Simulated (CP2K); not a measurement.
# TaN (P-62m) in CP2K: notebook, part 2 of 4

CP2K 2026.2. The steps go on from the part before.

### 3 Single point, LDA

tan_scf.inp

```
&GLOBAL
  PROJECT tan_scf
  RUN_TYPE ENERGY_FORCE
  PRINT_LEVEL LOW
&END GLOBAL
&FORCE_EVAL
  METHOD QS
  STRESS_TENSOR ANALYTICAL
  &DFT
    BASIS_SET_FILE_NAME BASIS_MOLOPT_UZH
    POTENTIAL_FILE_NAME POTENTIAL_UZH
    &MGRID
      CUTOFF 675
      REL_CUTOFF 60
      NGRIDS 4
    &END MGRID
    &QS
      METHOD GPW
      EPS_DEFAULT 1.0E-9
    &END QS
    &KPOINTS
      SCHEME MONKHORST-PACK 6 6 9
      GAMMA_CENTERED T
      SYMMETRY T
      SYMMETRY_BACKEND SPGLIB
    &END KPOINTS
    &SCF
      SCF_GUESS ATOMIC
      EPS_SCF 1.0E-6
      MAX_SCF 100
      ADDED_MOS 27
      CHOLESKY OFF
      EPS_EIGVAL 1.0E-7
      &DIAGONALIZATION ON
        ALGORITHM STANDARD
      &END DIAGONALIZATION
      &MIXING ON
        METHOD BROYDEN_MIXING
        ALPHA 0.4
        BETA 1.5
        NBUFFER 8
      &END MIXING
      &SMEAR ON
        METHOD FERMI_DIRAC
        ELECTRONIC_TEMPERATURE 580.23
      &END SMEAR
    &END SCF
    &XC
      &XC_FUNCTIONAL
        &LDA_X
        &END LDA_X
        &LDA_C_PW
        &END LDA_C_PW
      &END XC_FUNCTIONAL
    &END XC
    &PRINT
      &KPOINTS ON
      &END KPOINTS
      &MULLIKEN ON
      &END MULLIKEN
      &MO ON
        ENERGIES T
        OCCUPATION_NUMBERS T
        &EACH
          QS_SCF 0
        &END EACH
        ADD_LAST NUMERIC
      &END MO
      &LOWDIN ON
      &END LOWDIN
      &HIRSHFELD ON
        SHAPE_FUNCTION DENSITY
      &END HIRSHFELD
      &E_DENSITY_CUBE ON
        STRIDE 1
      &END E_DENSITY_CUBE
      &V_HARTREE_CUBE ON
        STRIDE 1
      &END V_HARTREE_CUBE
      &ELF_CUBE ON
        STRIDE 1
      &END ELF_CUBE
    &END PRINT
  &END DFT
  &SUBSYS
    &CELL
      ABC 5.1960000000 5.1960000000 2.9110000000
      ALPHA_BETA_GAMMA 90.0000000000 90.0000000000 119.9999999998
      PERIODIC XYZ
    &END CELL
    &COORD
      SCALED
      Ta  0.0000000000 0.0000000000 0.0000000000
      Ta  0.6666666667 0.3333333333 0.5000000000
      Ta  0.3333333333 0.6666666667 0.5000000000
      N   0.0000000000 0.3928500000 0.0000000000
      N   0.6071500000 0.6071500000 0.0000000000
      N   0.3928500000 0.0000000000 0.0000000000
    &END COORD
    &KIND Ta
      BASIS_SET DZVP-MOLOPT-PBE-GTH-q13
      POTENTIAL GTH-PBE-q13
    &END KIND
    &KIND N
      BASIS_SET DZVP-MOLOPT-PBE-GTH-q5
      POTENTIAL GTH-PBE-q5
    &END KIND
    &PRINT
      &ATOMIC_COORDINATES ON
      &END ATOMIC_COORDINATES
      &CELL ON
      &END CELL
    &END PRINT
  &END SUBSYS
  &PRINT
    &FORCES ON
    &END FORCES
    &STRESS_TENSOR ON
    &END STRESS_TENSOR
  &END PRINT
&END FORCE_EVAL
```

Potentials or basis: POTENTIAL_UZH Ta GTH-PBE-q13, N GTH-PBE-q5; DZVP-MOLOPT-PBE-GTH basis.

On the command line:

```bash
> OMP_NUM_THREADS=1 cp2k.psmp -i tan_scf.inp -o tan_scf.out
```

tan_scf.out:

```text

 CP2K| version string:                                       CP2K version 2026.2
 CP2K| Input file name                                               tan_scf.inp

 GLOBAL| Force Environment number                                              1
 GLOBAL| Basis set file name                                    BASIS_MOLOPT_UZH
 GLOBAL| Potential file name                                       POTENTIAL_UZH
 GLOBAL| MM Potential file name                                     MM_POTENTIAL
 GLOBAL| Coordinate file name                                      __STD_INPUT__
 GLOBAL| Method name                                                        CP2K
 GLOBAL| Project name                                                    tan_scf
 GLOBAL| Run type                                                   ENERGY_FORCE
 GLOBAL| FFT library                                                       FFTW3
[... 6 lines left out ...]
 GLOBAL| Total number of message passing processes                             1
 GLOBAL| Number of threads for this process                                    1
 GLOBAL| CPU model name                                                  UNKNOWN

 CELL| Volume [angstrom^3]:                                            68.063005
 CELL| Vector a [angstrom]:       5.196     0.000     0.000   |a| =     5.196000
 CELL| Vector b [angstrom]:      -2.598     4.500     0.000   |b| =     5.196000
 CELL| Vector c [angstrom]:       0.000     0.000     2.911   |c| =     2.911000
 CELL| Angle (b,c), alpha [degree]:                                    90.000000
 CELL| Angle (a,c), beta  [degree]:                                    90.000000
 CELL| Angle (a,b), gamma [degree]:                                   120.000000
 CELL| Numerically orthorhombic:                                              NO
 CELL| Periodicity                                                           XYZ

 CELL_REF| Volume [angstrom^3]:                                        68.063005
 CELL_REF| Vector a [angstrom     5.196     0.000     0.000   |a| =     5.196000
 CELL_REF| Vector b [angstrom    -2.598     4.500     0.000   |b| =     5.196000
 CELL_REF| Vector c [angstrom     0.000     0.000     2.911   |c| =     2.911000
 CELL_REF| Angle (b,c), alpha [degree]:                                90.000000
 CELL_REF| Angle (a,c), beta  [degree]:                                90.000000
 CELL_REF| Angle (a,b), gamma [degree]:                               120.000000
 CELL_REF| Numerically orthorhombic:                                          NO
 CELL_REF| Periodicity                                                       XYZ
[... 10 lines left out ...]

  Total number of            - Atomic kinds:                                   2
                             - Atoms:                                          6
                             - Shell sets:                                     6
[... 997 lines left out ...]
       5     N        2          5.451570                             -0.451570
       6     N        2          5.451569                             -0.451569
 # Total charge                             54.000000                  0.000000

 !-----------------------------------------------------------------------------!

 !-----------------------------------------------------------------------------!
                           Hirshfeld Charges

  #Atom  Element  Kind  Ref Charge     Population                    Net charge
      1       Ta     1      13.000         12.768                         0.232
      2       Ta     1      13.000         12.683                         0.317
      3       Ta     1      13.000         12.683                         0.317
      4       N      2       5.000          5.289                        -0.289
      5       N      2       5.000          5.289                        -0.289
      6       N      2       5.000          5.289                        -0.289

  Total Charge                                                            0.000
 !-----------------------------------------------------------------------------!

 LOWDIN POPULATION ANALYSIS

 #  Atom  Element  Kind  Atomic population                           Net charge
       1     Ta       1         12.943652                              0.056348
       2     Ta       1         13.126540                             -0.126540
       3     Ta       1         13.125199                             -0.125199
       4     N        2          4.986465                              0.013535
       5     N        2          4.901665                              0.098335
       6     N        2          4.916479                              0.083521
 # Total charge                             54.000000                  0.000000

               ----- ELF is computed on the real space grid -----

 ELF is written in Cube    file format to the file:

 tan_scf-ELF_S1-1_0.cube

 ENERGY| Total FORCE_EVAL ( QS ) energy [hartree]           -204.314737066644085

 FORCES| Atomic forces [hartree/bohr]
 FORCES|   Atom     x               y               z               |f|
 FORCES|      1  1.96740781E-07 -5.19558554E-09 -4.64538748E-15   1.96809372E-07
 FORCES|      2  5.20591665E-08 -1.70664938E-07  3.43368134E-13   1.78428355E-07
 FORCES|      3  4.31470963E-08  1.71960932E-07  3.16740297E-13   1.77291382E-07
 FORCES|      4 -2.66532920E-04  4.61369985E-04  2.41306291E-15   5.32824606E-04
 FORCES|      5 -2.66534770E-04 -4.61348227E-04  4.44027286E-15   5.32806691E-04
 FORCES|      6  5.32784555E-04 -2.63079934E-09 -2.03495851E-16   5.32784555E-04
 FORCES| Sum     8.81161510E-09  1.52279491E-08  6.62112883E-13
 FORCES| Total atomic force                                       1.75936067E-08

 STRESS| Analytical stress tensor [bar]
 STRESS|                        x                   y                   z
 STRESS|      x       -7.69085841685E+04   5.40393184397E-04   1.16812118247E-08
 STRESS|      y        5.40393184397E-04  -7.69121039034E+04   3.21779577924E-09
 STRESS|      z        1.16812118247E-08   3.21779577924E-09  -9.45287083362E+04
 STRESS| 1/3 Trace                                            -8.27831321360E+04
 STRESS| Determinant                                          -5.59156311651E+14

 STRESS| Eigenvectors and eigenvalues of the analytical stress tensor [bar]
 STRESS|                        1                   2                   3
 STRESS| Eigenvalues  -9.45287083362E+04  -7.69121039035E+04  -7.69085841685E+04
 STRESS|      x          -0.000000000001     -0.000153532350      0.999999988214
 STRESS|      y          -0.000000000000      0.999999988214      0.000153532350
 STRESS|      z           1.000000000000      0.000000000000      0.000000000001
```

Run time: 2.2 min. Hardware: 1 thread of Arm Neoverse V1, shared host; peak memory 0.55 GiB.

Results:

```yaml
Free_energy: -5559.6867 eV
Pressure: -8.3 GPa
Largest_force: 0.027 eV/Å
Band_gap_on_the_k_mesh: none (metal or under the smearing width)
Mulliken_charges: Ta +0.43, +0.46; N -0.45 e
Hirshfeld_charges: Ta +0.23, +0.32; N -0.29 e
```

Forces on the atoms (eV/Å):
```
Ta   0.000  0.000  0.000
Ta   0.000  0.000  0.000
Ta   0.000  0.000  0.000
N   -0.014  0.024  0.000
N   -0.014 -0.024  0.000
N    0.027  0.000  0.000
```

Caveat: Mulliken charges move with the basis; the potentials were made for another functional, which shifts forces and pressure; the basis of atomic orbitals isn't converged, which shifts pressures, moduli and gaps. Spin-orbit coupling is left out, which matters for the levels of Ta.

### 4 Single point, PBEsol

tan_scf.inp, as its differences from that of step 3:

```diff
@@ -49,6 +49,6 @@
       &XC_FUNCTIONAL
-        &LDA_X
-        &END LDA_X
-        &LDA_C_PW
-        &END LDA_C_PW
+        &GGA_X_PBE_SOL
+        &END GGA_X_PBE_SOL
+        &GGA_C_PBE_SOL
+        &END GGA_C_PBE_SOL
       &END XC_FUNCTIONAL
```

On the command line:

```bash
> OMP_NUM_THREADS=1 cp2k.psmp -i tan_scf.inp -o tan_scf.out
```

Wall time 2.2 min (1 thread of Arm Neoverse V1, shared host); peak memory 0.55 GiB.

The run converged. Its results:

- Free energy: -5561.3066 eV
- Pressure: -5.2 GPa
- Largest force: 0.052 eV/Å
- Band gap on the k mesh: none (metal or under the smearing width)
- Mulliken charges: Ta +0.43, +0.46; N -0.45 e
- Hirshfeld charges: Ta +0.24, +0.32; N -0.29 e

Forces on the atoms (eV/Å):
```
Ta   0.000  0.000  0.000
Ta   0.000  0.000  0.000
Ta   0.000  0.000  0.000
N   -0.026  0.045  0.000
N   -0.026 -0.045  0.000
N    0.052  0.000  0.000
```

Stress tensor (GPa, compression positive):
```
-4.92  0.00  0.00
 0.00 -4.92  0.00
 0.00  0.00 -5.90
```

Levels at points of the mesh, in eV from the Fermi level:
```tsv
k point	band 23	band 24	band 25	band 26	band 27	band 28	band 29	band 30	band 31	band 32
(0.00, 0.00, 0.00)	-5.02	-4.22	-3.34	-1.89	-0.90	-0.90	0.64	0.64	1.89	1.96
(0.00, 0.50, 0.00)	-4.61	-3.89	-3.81	-2.84	-2.60	1.24	1.87	1.95	2.50	2.53
```

Caveat: Mulliken charges move with the basis; the potentials were made for another functional, which shifts forces and pressure; the basis of atomic orbitals isn't converged, which shifts pressures, moduli and gaps. The run has no spin-orbit coupling, so splittings on Ta are missing.

(Continued in part 3 of 4.)
